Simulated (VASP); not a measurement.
# MgO (I4/mmm) in VASP: single point with PBE0

Aim: the single point of MgO with PBE0.

All numbers are computed with VASP 6.6.1; they aren't measurements. Logs are shortened: lines on timing, memory, paths and dates and some standing lists are left out, and cuts for length are marked.

## Step 1: Starting point

It takes space group I4/mmm (No. 139, tetragonal). Conventional cell: a = 2.877 Å, b = 2.877 Å, c = 4.398 Å, α = 90.00°, β = 90.00°, γ = 90.00°. Mg (site symmetry 4/mmm) has 6 O at 2.03 to 2.20 Å as nearest neighbours. O (site symmetry 4/mmm) has 6 Mg at 2.03 to 2.20 Å as nearest neighbours.

The cell was built by a generator and isn't the measured one.

## Step 2: Single point, PBE0

POSCAR reads:

```
MgO
1.0
    2.8766387513      0.0000000000      0.0000000000
    0.0000000000      2.8766387513      0.0000000000
    0.0000000000      0.0000000000      4.3975368616
Mg O
2 2
Direct
    0.0000000000      0.0000000000      0.0000000000
    0.5000000000      0.5000000000      0.5000000000
    0.5000000000      0.5000000000      0.0000000000
    0.0000000000      0.0000000000      0.5000000000
```

INCAR.step1 reads:

```
SYSTEM = MgO
PREC = Accurate
ENCUT = 520
EDIFF = 1E-5
ISMEAR = 0
SIGMA = 0.01
LREAL = .False.
LASPH = .True.
NELM = 100
ALGO = Normal
ISIF = 2
LWAVE = .True.
GGA = PE
NBANDS = 16
```

INCAR.step2 reads:

```
SYSTEM = MgO
PREC = Accurate
ENCUT = 520
EDIFF = 1E-7
ISMEAR = 0
SIGMA = 0.01
LREAL = .False.
LASPH = .True.
NELM = 100
ALGO = Normal
ISIF = 2
LWAVE = .False.
LCHARG = .True.
GGA = PE
LHFCALC = .True.
AEXX = 0.25
PRECFOCK = Normal
HFRCUT = -1
LELF = .True.
LVHAR = .True.
ISTART = 1
NBANDS = 16
```

KPOINTS reads:

```
regular mesh
0
Gamma
  6 6 4
  0 0 0
```

Potentials or basis: VASP PAW PBE potentials, release 64 (Mg, O).

Started as:

```console
cat potpaw_PBE.64/Mg/POTCAR potpaw_PBE.64/O/POTCAR > POTCAR
cp INCAR.step1 INCAR
mpirun -np 1 vasp_std > vasp.out
cp INCAR.step2 INCAR
mpirun -np 1 vasp_std > vasp.out
```

OUTCAR:

```text
SYSTEM = MgO
   PREC = Accurate
   ENCUT = 520
   EDIFF = 1E-7
   ISMEAR = 0
   LREAL = .False.
   LASPH = .True.
   NELM = 100
   ISIF = 2
   GGA = PE
   LHFCALC = .True.
   AEXX = 0.25
   PRECFOCK = Normal
   ISTART = 1

 ion  position               nearest neighbor table
   1  0.000  0.000  0.000-   3 2.03   3 2.03   3 2.03   3 2.03   4 2.20   4 2.20   2 3.00   2 3.00
                             2 3.00   2 3.00   2 3.00   2 3.00   2 3.00   2 3.00
   2  0.500  0.500  0.500-   4 2.03   4 2.03   4 2.03   4 2.03   3 2.20   3 2.20   1 3.00   1 3.00
                             1 3.00   1 3.00   1 3.00   1 3.00   1 3.00   1 3.00
   3  0.500  0.500  0.000-   1 2.03   1 2.03   1 2.03   1 2.03   2 2.20   2 2.20
   4  0.000  0.000  0.500-   2 2.03   2 2.03   2 2.03   2 2.03   1 2.20   1 2.20

  LATTYP: Found a simple tetragonal cell.
 ALAT       =     2.8766387513
 C/A-ratio  =     1.5287066753

  Lattice vectors:

 A1 = (   2.8766387513,   0.0000000000,   0.0000000000)
 A2 = (   0.0000000000,   2.8766387513,   0.0000000000)
 A3 = (   0.0000000000,   0.0000000000,   4.3975368616)

Analysis of symmetry for initial positions (statically):
=====================================================================
 Subroutine PRICEL returns following result:

  LATTYP: Found a body centered tetragonal cell.
 ALAT       =     2.8766387513
 C/A-ratio  =     1.5287066753

  Lattice vectors:

 A1 = (   1.4383193756,  -1.4383193756,  -2.1987684308)
 A2 = (  -1.4383193756,   1.4383193756,  -2.1987684308)
 A3 = (   1.4383193756,   1.4383193756,   2.1987684308)

   2 primitive cells build up your supercell.

 Routine SETGRP: Setting up the symmetry group for a
 simple tetragonal supercell.

 Subroutine GETGRP returns: Found 16 space group operations
 (whereof 16 operations were pure point group operations)
 out of a pool of 16 trial point group operations.

The static configuration has the point symmetry D_4h.

Analysis of symmetry for dynamics (positions and initial velocities):
=====================================================================
 Subroutine PRICEL returns following result:

  LATTYP: Found a body centered tetragonal cell.
 ALAT       =     2.8766387513
 C/A-ratio  =     1.5287066753

  Lattice vectors:

 A1 = (   1.4383193756,  -1.4383193756,  -2.1987684308)
 A2 = (  -1.4383193756,   1.4383193756,  -2.1987684308)
 A3 = (   1.4383193756,   1.4383193756,   2.1987684308)

   2 primitive cells build up your supercell.

 Routine SETGRP: Setting up the symmetry group for a
 simple tetragonal supercell.

 Subroutine GETGRP returns: Found 16 space group operations
 (whereof 16 operations were pure point group operations)
 out of a pool of 16 trial point group operations.

The dynamic configuration has the point symmetry D_4h.

 Subroutine INISYM returns: Found 16 space group operations
 (whereof 16 operations are pure point group operations),
 and found     2 'primitive' translations

----------------------------------------------------------------------------------------

                                     Primitive cell

  volume of cell :      18.1949

  direct lattice vectors                    reciprocal lattice vectors
     1.438319376 -1.438319376 -2.198768431     0.347627939  0.000000000 -0.227400027
    -1.438319376  1.438319376 -2.198768431     0.000000000  0.347627939 -0.227400027
     1.438319376  1.438319376  2.198768431     0.347627939  0.347627939  0.000000000

  length of vectors
     2.995347704  2.995347704  2.995347704     0.415398551  0.415398551  0.491620146

  position of ions in fractional coordinates (direct lattice)
     0.000000000  0.000000000  0.000000000
     0.500000000  0.500000000  0.000000000

  ion indices of the primitive-cell ions
   primitive index   ion index
                 1           1
                 2           4

----------------------------------------------------------------------------------------

 KPOINTS: regular mesh

Automatic generation of k-mesh.
 Grid dimensions read from file:
 generate k-points for:    6    6    4

 Generating k-lattice:

  Cartesian coordinates                     Fractional coordinates (reciprocal lattice)
     0.057937990  0.000000000  0.000000000     0.166666667  0.000000000  0.000000000
     0.000000000  0.057937990  0.000000000     0.000000000  0.166666667  0.000000000
     0.000000000  0.000000000  0.056850007     0.000000000  0.000000000  0.250000000

  Length of vectors
     0.057937990  0.057937990  0.056850007

  Shift w.r.t. Gamma in fractional coordinates (k-lattice)
     0.000000000  0.000000000  0.000000000

 Subroutine IBZKPT returns following result:
 ===========================================

 Found     30 irreducible k-points:

 Following reciprocal coordinates:
            Coordinates               Weight
  0.000000  0.000000  0.000000      1.000000
  0.166667  0.000000  0.000000      4.000000
  0.333333  0.000000  0.000000      4.000000
  0.500000  0.000000  0.000000      2.000000
  0.166667  0.166667  0.000000      4.000000
  0.333333  0.166667  0.000000      8.000000
[... 16 lines left out ...]
  0.333333  0.000000  0.500000      4.000000
  0.500000  0.000000  0.500000      2.000000
 [... further k-points ...]
   k-points           NKPTS =     30   k-points in BZ     NKDIM =    144   number of bands    NBANDS=     16
   number of dos      NEDOS =    301   number of ions     NIONS =      4
   total plane-waves  NPLWV =  20736
   dimension x,y,z NGX =    24 NGY =   24 NGZ =   36
   dimension x,y,z NGXF=    48 NGYF=   48 NGZF=   72
   ions per type =               2   2
   NGX,Y,Z   is equivalent  to a cutoff of  13.87, 13.87, 13.61 a.u.
   NGXF,Y,Z  is equivalent  to a cutoff of  27.74, 27.74, 27.22 a.u.
 SYSTEM =  MgO
   PREC   = accura    normal or accurate (medium, high low for compatibility)
   ISTART =      1    job   : 0-new  1-cont  2-samecut
   ICHARG =      0    charge: 1-file 2-atom 10-const
   ISPIN  =      1    spin polarized calculation?
   LNONCOLLINEAR =      F non collinear calculations
   LSORBIT =      F    spin-orbit coupling
   LASPH  =      T    aspherical Exc in radial PAW
   ENCUT  =  520.0 eV  38.22 Ry    6.18 a.u.   5.35  5.35  8.18*2*pi/ulx,y,z
   NELM   =    100;   NELMIN=  2; NELMDL=  0     # of ELM steps
   EDIFF  = 0.1E-06   stopping-criterion for ELM
   LREAL  =      F    real-space projection
   EDIFFG = 0.1E-05   stopping-criterion for IOM
   NSW    =      0    number of steps for IOM
   IBRION =     -1    ionic relax: 0-MD 1-quasi-New 2-CG
   NFREE  =      0    steps in history (QN), initial steepest desc. (CG)
   ISIF   =      2    stress and relaxation
   ISYM   =      3    0-nonsym 1-usesym 2-fastsym
   POTIM  = 0.5000    time-step for ionic-motion
   TEBEG  =    0.0;   TEEND  =   0.0 temperature during run
   PSTRESS=    0.0 pullay stress
   NELECT =      16.0000    total number of electrons
   NUPDOWN=      -1.0000    fix difference up-down
   EMIN   =  10.00;   EMAX   =-10.00  energy-range for DOS
   EFERMI =   0.00;   METHOD = LEGACY
   ISMEAR =     0;   SIGMA  =   0.01  broadening in eV -4-tet -1-fermi 0-gaus
   EFERMI_NEDOS =   21; number of points for ismear=-14 and -15
   IALGO  =     38    algorithm
   IMIX   =      1    mixing-type and parameters
     AMIX     =   0.40;   BMIX     =  1.00
     AMIX_MAG =   1.60;   BMIX_MAG =  1.00
  volume/ion in A,a.u.               =       9.10        61.39
  Fermi-wavevector in a.u.,A,eV,Ry     =   1.244863  2.352449 21.084718  1.549683
  Thomas-Fermi vector in A             =   2.379111
   LORBIT       =      0    0 simple, 1 ext, 2 COOP (PROOUT), +10 PAW based schemes
   GGA     = PE    functional components
   LHFCALC =     T    Hartree Fock is set to
   PRECFOCK=normal    Normal, Fast or Accurate (Low or Medium for compatibility)
   ENCUT4O =  -1.0   cutoff for four orbital integrals eV
   NKREDX  =     1    reduce k-point grid by
   NKREDY  =     1    reduce k-point grid by
   NKREDZ  =     1    reduce k-point grid by
   AEXX    =    0.2500 exact exchange contribution
   HFSCREEN=    0.0000 screening length (either q_TF or 0.3 A-1)
   HFSCREENC=   0.0000 screening length for correlation (either q_TF or 0.3 A-1)
   ENCUTFOCK=  -1.0 apply spherical cutoff to Coloumb kernel
   IVDW    =     0    specifies the selected vdW correction
   LEPSILON=     F    determine dielectric tensor
   LRPA    =     F    only Hartree local field effects (RPA)
 non-spin polarized calculation
 Gauss-broadening in eV      SIGMA  =   0.01
  energy-cutoff  :      520.00
  volume of cell :       36.39
 maximum number of plane-waves:       993
 NGX is ok and might be reduce to    24
  NGX = 18; NGY = 18; NGZ = 28

 number of electron      15.9999995 magnetization

 Free energy of the ion-electron system (eV)
  ---------------------------------------------------
  ext. energy  EPLUGINS =         0.00000000
  ---------------------------------------------------
  free energy    TOTEN  =       -29.46096280 eV

  energy without entropy =      -29.46096280  energy(sigma->0) =      -29.46096280

 E-fermi :   1.9657     XC(G=0):  -8.7847

 val. band max:        1.8422776567   @ k =   0.0000   0.0000   0.0000
 cond. band min:       9.1477633234   @ k =   0.0000   0.0000   0.0000
 fundamental gap:      7.3054856667
 Fermi energy:         1.9657396916

 k-point     1 :       0.0000    0.0000    0.0000
  band No.  band energies     occupation
      1     -17.2690      2.00000
      2     -15.7371      2.00000
      3      -2.9620      2.00000
      4       0.4395      2.00000
      5       0.4395      2.00000
      6       1.6572      2.00000
[... 8 lines left out ...]
     15      20.7904      0.00000
     16      24.4927      0.00000

 k-point     2 :       0.1667    0.0000    0.0000
  band No.  band energies     occupation
      1     -17.0430      2.00000
      2     -15.6771      2.00000
      3      -2.6392      2.00000
      4      -0.4828      2.00000
      5       0.5140      2.00000
      6       0.5205      2.00000
[... 8 lines left out ...]
     15      21.3048      0.00000
     16      23.9876      0.00000
[... 387 lines left out ...]
      5       0.7353      2.00000
      6       0.7353      2.00000
[... 8 lines left out ...]
     15      22.3479      0.00000
     16      22.3479      0.00000

 k-point    24 :       0.5000    0.0000    0.5000
  band No.  band energies     occupation
      1     -15.8443      2.00000
      2     -15.8443      2.00000
      3      -3.3552      2.00000
      4      -3.3552      2.00000
      5       0.8745      2.00000
      6       0.8745      2.00000
[... 8 lines left out ...]
     15      22.1033      0.00000
     16      22.1033      0.00000

 [... further k-points ...]
[... 5 lines left out ...]
  --------------------------------------------------------------------------------------
  -------------------------------------------------------------------------------------
  Total        2.4261179      2.4261179     -1.3188941      0.0000000      0.0000000      0.0000000
  in kB      106.8174840    106.8174840    -58.0684693      0.0000000      0.0000000      0.0000000
  external PRESSURE =      51.8554996 kB  Pullay stress =       0.0000000 kB

 VOLUME and BASIS-vectors are now :
 -----------------------------------------------------------------------------
  energy-cutoff  :      520.00
  volume of cell :       36.39
      direct lattice vectors                 reciprocal lattice vectors
     2.876638751  0.000000000  0.000000000     0.347627939  0.000000000  0.000000000
     0.000000000  2.876638751  0.000000000     0.000000000  0.347627939  0.000000000
     0.000000000  0.000000000  4.397536862     0.000000000  0.000000000  0.227400027

 POSITION                                       TOTAL-FORCE (eV/Angst)
 -----------------------------------------------------------------------------------
      0.00000      0.00000      0.00000         0.000000      0.000000      0.000000
      1.43832      1.43832      2.19877         0.000000      0.000000      0.000000
      1.43832      1.43832      0.00000         0.000000     -0.000000      0.000000
      0.00000      0.00000      2.19877         0.000000      0.000000      0.000000
 -----------------------------------------------------------------------------------
    total drift:                               -0.000000     -0.000000     -0.000000

  FREE ENERGIE OF THE ION-ELECTRON SYSTEM (eV)
  ---------------------------------------------------
  free  energy   TOTEN  =       -29.4609628024 eV

  energy  without entropy=      -29.4609628024  energy(sigma->0) =      -29.46096280
```

Wall time 30 min (1 thread of AMD EPYC 9R45 (Zen 5), shared host); peak memory 0.15 GiB.

Results:

```yaml
Free_energy: -29.4610 eV
Pressure: 5.2 GPa
Band_gap_on_the_k_mesh: 7.31 eV
```

Caveat: the PAW data sets were made with another functional, which shifts forces and pressure a little.
